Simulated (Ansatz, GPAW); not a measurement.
# Geometry or basis: what sets the conductance of propane-1,3-dithiol between two Al chains, part 3 of 5

Aim: the conductance of propane-1,3-dithiol between two Al chains after relaxation, and whether geometry, basis or functional moves it most.

GPAW 26.7.0 and Ansatz 0.2.0; Ansatz plane waves; relaxation of the junction with the lead ends held; PAW set soft_1 (the session's first sound run).

So far, transmission at the Fermi level (one spin): step 3 (plane waves, PBE) 2.5e-4. Also open channels of the lead at the Fermi level (one spin): step 3 2.

### Step 4. Double-zeta polarised basis

The script solves lead and junction separately, takes H and S in the orbital basis, and joins semi-infinite leads through their self-energies; the dzp basis is the working standard.

This step: GPAW LCAO, PAW setups; Landauer transmission from Green's functions with principal layers (ASE), zero bias (GPAW 26.7.0).

File run.py:

```python
import json
import numpy as np
from ase import Atoms
from ase.transport.calculators import TransportCalculator
from gpaw import GPAW, FermiDirac
from gpaw.lcao.tools import get_lcao_hamiltonian
from scipy.linalg import eigh

# The junction with lead layers at both ends, along the third cell vector
device = Atoms(
    ['Al', 'Al', 'Al', 'Al', 'Al', 'Al', 'Al', 'S', 'H', 'H', 'C', 'H', 'C', 'H', 'C', 'H', 'H', 'S', 'Al', 'Al', 'Al', 'Al', 'Al', 'Al', 'Al'],
    positions=[
        [5.91547, 6.08304, 1.20000],
        [5.91547, 6.08304, 3.60000],
        [5.91547, 6.08304, 6.00000],
        [5.91547, 6.08304, 8.40000],
        [5.91547, 6.08304, 10.80000],
        [5.82459, 7.90218, 12.54402],
        [5.93764, 5.83221, 13.99670],
        [6.00478, 4.45217, 15.76912],
        [5.16261, 6.22849, 17.23366],
        [6.94347, 6.15738, 17.24961],
        [6.02721, 5.55345, 17.27652],
        [5.06920, 4.07941, 18.55112],
        [5.98322, 4.69116, 18.55063],
        [6.83278, 3.99237, 18.54995],
        [6.02883, 5.55299, 19.82489],
        [6.94485, 6.15731, 19.85107],
        [5.16391, 6.22744, 19.86992],
        [6.00989, 4.45006, 21.33132],
        [5.93767, 5.83212, 23.10194],
        [5.82038, 7.89975, 24.55710],
        [5.91547, 6.08304, 26.30331],
        [5.91547, 6.08304, 28.70331],
        [5.91547, 6.08304, 31.10331],
        [5.91547, 6.08304, 33.50331],
        [5.91547, 6.08304, 35.90331]],
    cell=[[11.83094, 0.0, 0.0], [0.0, 12.16608, 0.0], [0.0, 0.0, 37.10331]],
    pbc=True)

# One principal layer of the lead: the first 4 atoms of the device
lead = Atoms(
    ['Al', 'Al', 'Al', 'Al'],
    positions=[
        [5.91547, 6.08304, 1.20000],
        [5.91547, 6.08304, 3.60000],
        [5.91547, 6.08304, 6.00000],
        [5.91547, 6.08304, 8.40000]],
    cell=[[11.83094, 0.0, 0.0], [0.0, 12.16608, 0.0], [0.0, 0.0, 9.6]],
    pbc=True)

settings = dict(mode='lcao', basis='dzp', xc='PBE', h=0.2,
                occupations=FermiDirac(0.1), maxiter=250,
                mixer=dict(beta=0.1, nmaxold=8, weight=100.0),
                convergence=dict(density=0.0001))
energies = np.arange(-2, 2 + 1e-9, 0.025)
eta = 0.0001
n1, n2 = 1, 1
# k and -k transmit alike, so half of the mesh across the current serves
mesh = [(i, j) for i in range(n1) for j in range(n2) if (i, j) <= (-i % n1, -j % n2)]
weights = np.array([1 if (i, j) == (-i % n1, -j % n2) else 2 for i, j in mesh]) / (n1 * n2)


def ground_state(atoms, size, txt):
    atoms.calc = GPAW(kpts={'size': size, 'gamma': True}, symmetry={'tolerance': 1e-3}, txt=txt, **settings)
    atoms.get_potential_energy()
    return atoms.calc.get_fermi_level()


def blocks(atoms, fermi, points, nz, cells):
    """H - E_F S and S between cell 0 and the cells above it, at each point across the current."""
    kz = np.arange(nz) / nz
    calc = atoms.calc.fixed_density(kpts=[(*k, z) for k in points for z in kz], symmetry='off', txt=None)
    H, S = get_lcao_hamiltonian(calc)
    H = (H - fermi * S).reshape(len(H), len(points), nz, *S.shape[1:])
    S = S.reshape(H.shape[1:])
    phases = [np.exp(-2j * np.pi * kz * R) / nz for R in cells]
    return [(np.einsum('skzij,z->ksij', H, p), np.einsum('kzij,z->kij', S, p)) for p in phases]


def pair(a, b):
    return np.block([[a, b], [b.T.conj(), a]])


def count_channels(h, s, cells, nk=240):
    """Half the number of times that the lead's bands cross each energy, unfolded to its shortest repeat."""
    b = len(h) // cells
    bands = []
    for k in (np.arange(nk + 1) + 0.5) / nk:
        hk, sk = h[:b, :b].copy(), s[:b, :b].copy()
        for R in range(1, cells):
            phase, block = np.exp(2j * np.pi * k * R), slice(R * b, (R + 1) * b)
            hk += h[:b, block] * phase + (h[:b, block] * phase).T.conj()
            sk += s[:b, block] * phase + (s[:b, block] * phase).T.conj()
        w, u = eigh(sk)
        x = u[:, w > 1e-5] / w[w > 1e-5]**0.5  # drop near-dependent combinations
        bands.append(np.r_[eigh(x.T.conj() @ hk @ x, eigvals_only=True), [1e9] * (w <= 1e-5).sum()])
    below = np.array(bands)[:, :, None] < energies
    return (below[1:] != below[:-1]).sum((0, 1)) / 2


fermi_lead = ground_state(lead, (1, 1, 12), 'lead.txt')
fermi_device = ground_state(device, (1, 1, 2), 'device.txt')
T, channels, eigen, tail, misfit, shifts = [], [], [], 0.0, 0.0, []
for first in range(0, len(mesh), 177):
    points = [(i / n1, j / n2) for i, j in mesh[first:first + 177]]
    (H0k, S0k), (H1k, S1k), (H2k, _) = blocks(lead, fermi_lead, points, 5, range(3))
    [(Hk, Sk)] = blocks(device, fermi_device, points, 2, [0])
    tail = max(tail, abs(H2k).max())
    for H0, S0, H1, S1, H, S in zip(H0k, S0k, H1k, S1k, Hk, Sk):
        n = len(S0)
        # Shift the lead onto the potential of the device's first layer
        shift = ((H[:, 0, 0] - H0[:, 0, 0]) / S0[0, 0]).real.mean()
        shifts.append(shift)
        misfit = max(misfit, abs(H[:, :n, :n] - H0 - shift * S0).max())
        Tk, Ck, Ek = [], [], []
        for s in range(len(H)):
            t = s % len(H0)  # a lead without moments serves both spins
            h1, s1 = pair(H0[t] + shift * S0, H1[t] + shift * S1), pair(S0, S1)
            leads = dict(h1=h1, s1=s1, energies=energies, eta=eta, eta1=eta, eta2=eta)
            calc = TransportCalculator(h=H[s], s=S, eigenchannels=3, **leads)
            Tk.append(calc.get_transmission())
            Ek.append(np.sort(calc.eigenchannels_ne, axis=0)[::-1])
            Ck.append(count_channels(h1, s1, 8))
        T.append(Tk)
        channels.append(Ck)
        eigen.append(Ek)
T, channels = np.array(T), np.array(channels)
mean, open_channels = np.einsum('kse,k->se', T, weights), np.einsum('kse,k->se', channels, weights)

print(f'basis functions: device {len(S)}, principal layer {n}')
print(f'Fermi level: lead {fermi_lead:.4f} eV, device {fermi_device:.4f} eV; lead shifted by {np.mean(shifts):.4f} eV')
print(f'largest coupling past the next layer {tail:.2e} eV, largest misfit of the first layer {misfit:.3f} eV')
print('  E-E_F (eV)   ' + 'T (one spin)  channels')
for e, t, c in zip(energies, mean.T, open_channels.T):
    print(f'{e:10.3f}  ', *[f'{x:11.4e}' for x in t], *[f'{x:9.4f}' for x in c])

kT = 8.617333e-5 * 300
fine = np.linspace(energies[0], energies[-1], 4001)
both = np.exp(np.interp(fine, energies, np.log(np.maximum(mean.sum(0) * 2 / len(mean), 1e-30))))
fermi = lambda mu: 1 / (1 + np.exp(np.clip((fine - mu) / kT, -200, 200)))
slope = fermi(0) * (1 - fermi(0)) / kT
G = np.trapezoid(both * slope, fine) / 2
seebeck = -np.trapezoid(both * slope * fine, fine) / (2 * G * 300) * 1e6
print(f'conductance at 300 K: {G:.5g} G0 a cell; thermopower {seebeck:.4g} uV/K')
bias = [0.1, 0.2, 0.5, 1.0, 1.5, 2.0]
current = [38.74 * np.trapezoid(both * (fermi(V / 2) - fermi(-V / 2)), fine) for V in bias]
for V, I in zip(bias, current):
    print(f'current from the zero-bias T(E) at {V} V: {I:.5g} uA')
zero = abs(energies).argmin()
json.dump(dict(energies=energies.tolist(), T=mean.tolist(), channels=open_channels.tolist(), G=G, seebeck=seebeck,
               bias=bias, current=current, tail=tail, misfit=misfit, shift=np.mean(shifts), n_device=len(S), n_lead=n,
               fermi=[fermi_lead, fermi_device], energy=device.get_potential_energy(),
               moments=device.get_magnetic_moments().tolist(), mesh=mesh, weights=weights.tolist(),
               T_k=T[:, :, zero].tolist(), eigen=np.array(eigen[0]).tolist()), open('result.json', 'w'))
```

Launch:

```bash
OMP_NUM_THREADS=1 OPENBLAS_NUM_THREADS=1 python run.py
```

The log of the run:

```text
basis functions: device 277, principal layer 52
Fermi level: lead -3.5883 eV, device -3.3776 eV; lead shifted by 0.0099 eV
largest coupling past the next layer 1.11e-15 eV, largest misfit of the first layer 0.062 eV
  E-E_F (eV)   T (one spin)  channels
    -2.000    5.2331e-06    1.0000
    -1.975    2.1967e-06    1.0000
    -1.950    5.8831e-04    1.0000
    -1.925    9.6557e-06    1.0000
    -1.900    5.4758e-06    1.0000
    -1.875    3.7355e-06    1.0000
    -1.850    2.7361e-06    1.0000
    -1.825    2.1616e-06    1.0000
    -1.800    1.9255e-06    1.0000
    -1.775    2.0579e-06    1.0000
    -1.750    2.7689e-06    1.0000
    -1.725    4.7031e-06    1.0000
    -1.700    9.7058e-06    1.0000
    -1.675    2.3290e-05    1.0000
    -1.650    6.3790e-05    1.0000
    -1.625    2.0475e-04    1.0000
[...]
1.825    1.2897e-01    3.0000
     1.850    1.1475e-01    3.0000
     1.875    1.0285e-01    3.0000
     1.900    9.2824e-02    3.0000
     1.925    8.4297e-02    3.0000
     1.950    7.6991e-02    3.0000
     1.975    7.0686e-02    3.0000
     2.000    6.5206e-02    3.0000
conductance at 300 K: 0.0002942 G0 a cell; thermopower 3.261 uV/K
current from the zero-bias T(E) at 0.1 V: 0.0022691 uA
current from the zero-bias T(E) at 0.2 V: 0.0044771 uA
current from the zero-bias T(E) at 0.5 V: 0.010195 uA
current from the zero-bias T(E) at 1.0 V: 0.014347 uA
current from the zero-bias T(E) at 1.5 V: 0.015255 uA
current from the zero-bias T(E) at 2.0 V: 0.018953 uA
```

The job ended after 89 s (1 thread of Arm Neoverse V1, shared host; peak memory 1.9 GiB).

This step gave:

| Quantity | Value |
| --- | --- |
| conductance | 2.94e-4 G₀ |
| thermopower | 3.261 μV/K |
| largest coupling past the next principal layer | 1.11e-15 eV |
| largest misfit of the first principal layer | 0.06250 eV |
| shift that aligns the lead | 0.009897 eV |
| basis functions of the junction | 277 |
| basis functions of a principal layer | 52 |
| transmission at the Fermi level (one spin) | 2.98e-4 |

One spin. Transmission, zone mean against energy, zero at the Fermi level:

```
energy (eV)  transmission, zone mean
     -2.000                   5.2e-6
     -1.900                   5.5e-6
     -1.800                   1.9e-6
     -1.700                   9.7e-6
     -1.600                   8.6e-4
     -1.550                    0.285
     -1.500                   0.0110
     -1.400                  0.00539
     -1.300                   3.4e-5
     -1.200                  8.5e-12
     -1.100                  2.2e-12
     -1.000                  2.2e-12
     -0.900                  1.6e-10
     -0.800                        0
     -0.700                        0
     -0.600                        0
     -0.500                        0
     -0.400                  2.5e-11
     -0.300                   1.6e-4
     -0.200                   2.5e-4
     -0.100                   2.9e-4
      0.000                   3.0e-4
      0.100                   2.7e-4
      0.200                   2.2e-4
      0.300                   1.8e-4
      0.400                   1.3e-4
      0.500                   8.9e-5
      0.600                   5.2e-5
      0.700                   2.3e-5
      0.800                   6.3e-6
      0.900                   1.2e-6
      1.000                   5.6e-4
      1.100                  0.00772
      1.200                    0.110
      1.300                    0.791
      1.400                    0.895
      1.450                    0.924
      1.500                    0.885
      1.600                    0.531
      1.700                    0.263
      1.800                    0.146
      1.900                   0.0928
      2.000                   0.0652
```

Crossings of the lead's bands, unfolded to its shortest repeat. The open channels, zone mean by energy, zero at the Fermi level:

```
energy (eV)  open channels, zone mean
     -2.000                         1
     -1.900                         1
     -1.800                         1
     -1.700                         1
     -1.600                         1
     -1.500                         1
     -1.400                         1
     -1.300                         1
     -1.200                         0
     -1.100                         0
     -1.000                         0
     -0.900                         0
     -0.800                         0
     -0.700                         0
     -0.600                         0
     -0.500                         0
     -0.400                         0
     -0.300                         2
     -0.200                         2
     -0.100                         2
      0.000                         2
      0.100                         2
      0.200                         2
      0.300                         2
      0.400                         2
      0.500                         2
      0.600                         2
      0.700                         2
      0.800                         2
      0.900                         2
      1.000                         3
      1.100                         3
      1.200                         3
      1.300                         3
      1.400                         3
      1.500                         3
      1.600                         3
      1.700                         3
      1.800                         3
      1.900                         3
      2.000                         3
```

Not self-consistent under bias; the bias window is split evenly. Table of current through one cell, from the zero-bias transmission by bias:

```
bias (V)  current through one cell, from the zero-bias transmission (nA)
   0.100                                                            2.27
   0.200                                                            4.48
   0.500                                                            10.2
   1.000                                                            14.3
   1.500                                                            15.3
   2.000                                                            19.0
```

Transmission of the three most open eigenchannels against energy, zero at the Fermi level:

```
energy (eV)  channel 1  channel 2  channel 3
     -1.700     9.7e-6          0          0
     -1.600     8.6e-4          0          0
     -1.500     0.0110          0          0
     -1.400    0.00539          0          0
     -1.300     3.4e-5          0          0
     -1.200    8.5e-12          0          0
     -1.100    2.2e-12          0          0
     -1.000    2.2e-12          0          0
     -0.900    1.6e-10          0          0
     -0.800          0          0          0
     -0.700          0          0          0
     -0.600          0          0          0
     -0.500          0          0          0
     -0.400    1.7e-11    7.1e-12          0
     -0.300     8.9e-5     7.1e-5          0
     -0.200     1.8e-4     7.6e-5          0
     -0.100     2.4e-4     5.3e-5          0
      0.000     2.6e-4     3.6e-5          0
      0.100     2.4e-4     2.4e-5          0
      0.200     2.1e-4     1.6e-5          0
      0.300     1.7e-4     9.7e-6          0
      0.400     1.3e-4     5.5e-6          0
      0.500     8.6e-5     2.9e-6          0
      0.600     5.0e-5     1.4e-6          0
      0.700     2.2e-5     5.4e-7          0
      0.800     6.1e-6     1.6e-7          0
      0.900     1.2e-6     3.1e-8    5.7e-12
      1.000     5.6e-4     1.1e-6     9.5e-8
      1.100    0.00772     5.8e-7     3.1e-7
      1.200      0.110     6.3e-7     9.3e-8
      1.300      0.791     1.1e-6     4.2e-8
      1.400      0.895     1.6e-6     5.5e-7
      1.500      0.885     2.2e-6     1.7e-6
      1.600      0.531     4.0e-6     2.8e-6
      1.700      0.263     7.4e-6     3.6e-6
      1.800      0.146     1.3e-5     4.6e-6
      1.900     0.0928     2.2e-5     5.8e-6
      2.000     0.0652     3.6e-5     7.3e-6
```

At the Fermi level T is 3.0e-4 against 2.5e-4 in plane waves. Couplings past the next layer reach 1.1e-15 eV, small enough to drop; the matrix elements of the cell's first layer differ from the bulk lead's by up to 0.062 eV. That layer keeps its own values in the calculation, and only beyond it is the lead taken as perfect. The Fermi levels of lead and junction count from different zeros of potential, one for each periodic cell; with both set to zero, the small remaining shift is what aligns them. By hand: G = 2.94e-4 × 77.48 μS = 0.0228 μS, a resistance of 43868 kΩ; at 0.1 V a linear junction would pass 0.00228 μA, and the integral over the bias window gives 0.00227 μA. Mott's formula, S = -(π²/3)(k_B²T/e) d ln T/dE, has the prefactor 7.33 μV/K·eV at 300 K; T = 3.01e-4 at -0.025 eV and 2.93e-4 at 0.025 eV give a slope of -0.509 per eV and S = 3.73 μV/K, beside 3.26 μV/K from the thermal integral, which interpolates the same grid.

### Step 5. GPAW, szp: basis = "szp(dzp)"

One radial function a shell plus polarisation makes the matrices smaller; the question is what that costs.

run.py: that of step 4 with these lines changed.

```diff
@@ -51,3 +51,3 @@
 
-settings = dict(mode='lcao', basis='dzp', xc='PBE', h=0.2,
+settings = dict(mode='lcao', basis='szp(dzp)', xc='PBE', h=0.2,
                 occupations=FermiDirac(0.1), maxiter=250,
```

The log of the run:

```text
basis functions: device 195, principal layer 36
Fermi level: lead -4.0938 eV, device -3.7899 eV; lead shifted by 0.0197 eV
largest coupling past the next layer 1.40e-15 eV, largest misfit of the first layer 0.073 eV
  E-E_F (eV)   T (one spin)  channels
    -2.000    3.4174e-06    1.0000
    -1.975    1.2678e-06    1.0000
    -1.950    1.0324e-03    1.0000
[...]
1.975    6.0460e-02    3.0000
     2.000    5.7157e-02    3.0000
conductance at 300 K: 0.00040495 G0 a cell; thermopower -4.217 uV/K
current from the zero-bias T(E) at 0.1 V: 0.0031219 uA
current from the zero-bias T(E) at 0.2 V: 0.0061528 uA
current from the zero-bias T(E) at 0.5 V: 0.013983 uA
current from the zero-bias T(E) at 1.0 V: 0.020465 uA
current from the zero-bias T(E) at 1.5 V: 0.023464 uA
current from the zero-bias T(E) at 2.0 V: 0.062614 uA
```

Run time: 79 s. Hardware: 1 thread; peak memory 1.8 GiB.

This step gave:

- conductance: 4.05e-4 G₀
- thermopower: -4.217 μV/K
- largest coupling past the next principal layer: 1.40e-15 eV
- largest misfit of the first principal layer: 0.07275 eV
- shift that aligns the lead: 0.01972 eV
- basis functions of the junction: 195
- basis functions of a principal layer: 36
- transmission at the Fermi level (one spin): 4.11e-4

The conductance, 4.0e-4 G₀, lies 38 % above that of the dzp run.

### Step 6. GPAW, sz: basis = "sz(dzp)"

The minimal basis is the cheapest rung: no second zeta and no polarisation.

run.py: that of step 5 with these lines changed.

```diff
@@ -51,3 +51,3 @@
 
-settings = dict(mode='lcao', basis='szp(dzp)', xc='PBE', h=0.2,
+settings = dict(mode='lcao', basis='sz(dzp)', xc='PBE', h=0.2,
                 occupations=FermiDirac(0.1), maxiter=250,
```

The log of the run:

```text
basis functions: device 82, principal layer 16
Fermi level: lead -4.3659 eV, device -4.0163 eV; lead shifted by 0.0256 eV
largest coupling past the next layer 9.84e-16 eV, largest misfit of the first layer 0.081 eV
  E-E_F (eV)   T (one spin)  channels
    -2.000    1.0656e-05    1.0000
    -1.975    5.4184e-06    1.0000
    -1.950    3.4306e-04    1.0000
[...]
1.975    4.8587e-02    3.0000
     2.000    4.5570e-02    3.0000
conductance at 300 K: 0.00048235 G0 a cell; thermopower -2.439 uV/K
current from the zero-bias T(E) at 0.1 V: 0.0037246 uA
current from the zero-bias T(E) at 0.2 V: 0.0073753 uA
current from the zero-bias T(E) at 0.5 V: 0.017219 uA
current from the zero-bias T(E) at 1.0 V: 0.02645 uA
current from the zero-bias T(E) at 1.5 V: 0.033473 uA
current from the zero-bias T(E) at 2.0 V: 0.073 uA
```

The job ended after 53 s (1 thread; peak memory 1.7 GiB).

Numbers from this step:

```yaml
conductance: 4.82e-4 G₀
thermopower: -2.439 μV/K
largest_coupling_past_the_next_principal_layer: 9.84e-16 eV
largest_misfit_of_the_first_principal_layer: 0.08096 eV
shift_that_aligns_the_lead: 0.02559 eV
basis_functions_of_the_junction: 82
basis_functions_of_a_principal_layer: 16
transmission_at_the_fermi_level_one_spin: 4.87e-4
```

The conductance, 4.8e-4 G₀, lies 64 % above that of the dzp run.

[end of part 3 of 5]

[Logs are printed without paths, hosts, clocks, repeated set-up lines and the standing remarks that a program may print on its own settings, such as how far it seeks lower states.]

[Hosts, paths, dates, database ids (printed as entryN), source tags and the programs' standing remarks are cut or masked in the printed files.]
